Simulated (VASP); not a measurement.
# KI in VASP: further runs, part 2 of 2

VASP 6.6.1. Earlier steps stand in the parts before.

### Step 3. Single point, PBE (shear xy strain +1.7%)

File INCAR:

```
ALGO = Normal
EDIFF = 1E-7
ENCUT = 520
GGA = PE
ISIF = 2
ISMEAR = 0
LASPH = T
LCHARG = T
LELF = T
LREAL = F
LVHAR = T
LWAVE = F
NBANDS = 15
NELM = 80
PREC = Accurate
SIGMA = 0.01
```

File KPOINTS:

```
k-points
0
Gamma
  4 4 4
```

File POSCAR:

```
KI
1.0
    0.0299515839      3.5445661365      3.5445661365
    3.5445661365      0.0299515839      3.5445661365
    3.5745177203      3.5745177203     -0.0000000001
K I
1 1
Direct
    0.0000000000      0.0000000000      0.0000000000
    0.5000000000      0.5000000000      0.5000000000
```

Potentials or basis: VASP PAW PBE potentials, release 64 (K_sv, I).

Started as:

```bash
cat potpaw_PBE.64/K_sv/POTCAR potpaw_PBE.64/I/POTCAR > POTCAR
mpirun -np 1 vasp_std > vasp.out
```

OUTCAR:

```text
EDIFF = 1E-7
   ENCUT = 520
   GGA = PE
   ISIF = 2
   ISMEAR = 0
   LASPH = T
   LREAL = F
   NELM = 80
   PREC = Accurate

 ion  position               nearest neighbor table
   1  0.000  0.000  0.000-   2 3.54   2 3.54   2 3.54   2 3.54   2 3.54   2 3.54
   2  0.500  0.500  0.500-   1 3.54   1 3.54   1 3.54   1 3.54   1 3.54   1 3.54

  LATTYP: Found a body centered orthorhombic cell.
 ALAT       =     4.9704155668
 B/A-ratio  =     1.0170440220
 C/A-ratio  =     1.4262655059

  Lattice vectors:

 A1 = (   3.5445661364,   0.0299515838,  -3.5445661366)
 A2 = (  -3.5445661365,  -0.0299515839,  -3.5445661365)
 A3 = (   0.0299515839,   3.5445661365,   3.5445661365)

Analysis of symmetry for initial positions (statically):
=====================================================================
 Subroutine PRICEL returns:
 Original cell was already a primitive cell.

 Routine SETGRP: Setting up the symmetry group for a
 body centered orthorhombic supercell.

 Subroutine GETGRP returns: Found  8 space group operations
 (whereof  8 operations were pure point group operations)
 out of a pool of  8 trial point group operations.

The static configuration has the point symmetry D_2h.

Analysis of symmetry for dynamics (positions and initial velocities):
=====================================================================
 Subroutine PRICEL returns:
 Original cell was already a primitive cell.

 Routine SETGRP: Setting up the symmetry group for a
 body centered orthorhombic supercell.

 Subroutine GETGRP returns: Found  8 space group operations
 (whereof  8 operations were pure point group operations)
 out of a pool of  8 trial point group operations.

The dynamic configuration has the point symmetry D_2h.

 Subroutine INISYM returns: Found  8 space group operations
 (whereof  8 operations are pure point group operations),
 and found     1 'primitive' translations

----------------------------------------------------------------------------------------

[... 116 lines left out ...]
 non-spin polarized calculation
 Gauss-broadening in eV      SIGMA  =   0.01
  energy-cutoff  :      520.00
  volume of cell :       89.06
 maximum number of plane-waves:      2413
 NGX is ok and might be reduce to    40
   NGX = 19   NGY = 19   NGZ = 19

 number of electron      15.9999999 magnetization

 Free energy of the ion-electron system (eV)
  ---------------------------------------------------
  ext. energy  EPLUGINS =         0.00000000
  ---------------------------------------------------
  free energy    TOTEN  =        -5.55833402 eV

  energy without entropy =       -5.55833402  energy(sigma->0) =       -5.55833402

 E-fermi :  -0.3068     XC(G=0):  -7.1383

 val. band max:       -0.4432169295   @ k =   0.0000   0.0000   0.0000
 cond. band min:       3.4734876408   @ k =   0.0000   0.0000   0.0000
 fundamental gap:      3.9167045703
 Fermi energy:        -0.3067579315

 k-point     1 :       0.0000    0.0000    0.0000
  band No.  band energies     occupation
      1     -28.9870      2.00000
      2     -12.4743      2.00000
      3     -12.4733      2.00000
      4     -12.4723      2.00000
      5     -10.9521      2.00000
      6      -0.4862      2.00000
      7      -0.4655      2.00000
      8      -0.4432      2.00000
      9       3.4735      0.00000
     10       5.9732      0.00000
     11       6.0353      0.00000
     12       6.0966      0.00000
     13       6.7447      0.00000
     14       6.7464      0.00000
[... 293 lines left out ...]
      2     -12.5205      2.00000
      3     -12.5065      2.00000
      4     -12.5007      2.00000
      5     -10.7576      2.00000
      6      -1.1915      2.00000
      7      -1.1703      2.00000
      8      -1.0525      2.00000
      9       5.9858      0.00000
     10       6.0018      0.00000
     11       6.1409      0.00000
     12       7.6834      0.00000
     13       8.3300      0.00000
     14       9.1579      0.00000
     15       9.5105      0.00000

------------------------ aborting loop because EDIFF is reached ----------------------------------------

  FORCE on cell =-STRESS in cart. coord.  units (eV):
  Direction    XX          YY          ZZ          XY          YZ          ZX
  --------------------------------------------------------------------------------------
  -------------------------------------------------------------------------------------
  Total        0.2701748      0.2701748      0.2694290     -0.0342850      0.0000000      0.0000000
  in kB        4.8603460      4.8603460      4.8469285     -0.6167740      0.0000000      0.0000000
  external PRESSURE =       4.8558735 kB  Pullay stress =       0.0000000 kB

 VOLUME and BASIS-vectors are now :
 -----------------------------------------------------------------------------
  energy-cutoff  :      520.00
  volume of cell :       89.06
      direct lattice vectors                 reciprocal lattice vectors
     0.029951584  3.544566136  3.544566136    -0.142263111  0.142263111  0.141060988
     3.544566136  0.029951584  3.544566136     0.142263111 -0.142263111  0.141060988
     3.574517720  3.574517720 -0.000000000     0.139879010  0.139879010 -0.141060988

 POSITION                                       TOTAL-FORCE (eV/Angst)
 -----------------------------------------------------------------------------------
      0.00000      0.00000      0.00000        -0.000000     -0.000000      0.000000
      3.57452      3.57452      3.54457         0.000000      0.000000     -0.000000
 -----------------------------------------------------------------------------------
    total drift:                                0.000000     -0.000000     -0.000000

  FREE ENERGIE OF THE ION-ELECTRON SYSTEM (eV)
  ---------------------------------------------------
  free  energy   TOTEN  =        -5.5583340214 eV

  energy  without entropy=       -5.5583340214  energy(sigma->0) =       -5.55833402
```

stdout:

```text
POSCAR found type information on POSCAR K I
 POSCAR found :  2 types and       2 ions
 scaLAPACK will be used
 LDA part: xc-table for (Slater+PW92), standard interpolation
 POSCAR, INCAR and KPOINTS ok, starting setup
 FFT: planning ... GRIDC
 FFT: planning ... GRID_SOFT
 FFT: planning ... GRID
 WAVECAR not read
 entering main loop
```

It took 30 s on 1 thread of AMD EPYC 7R13 (Zen 3), shared host; peak memory 0.21 GiB.

What came out:

| Item | Value |
| --- | --- |
| Free energy | -5.5583 eV |
| Pressure | 0.5 GPa |
| Band gap on the k mesh | 3.92 eV, direct |

Levels at points of the mesh, in eV from the valence-band top:
```csv
k point,band 5,band 6,band 7,band 8,band 9,band 10,band 11,band 12
"(0.00, 0.00, 0.00)",-10.51,-0.04,-0.02,0.00,3.92,6.42,6.48,6.54
"(0.50, 0.00, 0.00)",-10.24,-1.32,-0.38,-0.35,5.48,7.68,8.04,8.11
"(0.50, 0.50, 0.00)",-10.37,-1.00,-0.41,-0.35,4.93,5.72,8.06,8.66
"(0.00, 0.00, 0.50)",-10.25,-1.32,-0.35,-0.32,5.50,7.63,8.09,8.17
"(0.50, 0.00, 0.50)",-10.37,-1.00,-0.38,-0.38,4.93,5.72,8.06,8.65
```

Caveat: the cell differs from its parent crystal (shear xy strain +1.7%); spin-orbit coupling is left out, which moves the levels of the heavy elements.

### Step 4. Comparison with measurements

Step 2. Against the measured gap of KI, 6.32 eV (a printed reference work, monograph), the calculated 3.94 eV is off by -2.38 eV. Spin-orbit coupling on I is left out. The value is that of PBE, without temperature or zero-point motion. Semilocal functionals fall short of measured gaps as a rule.
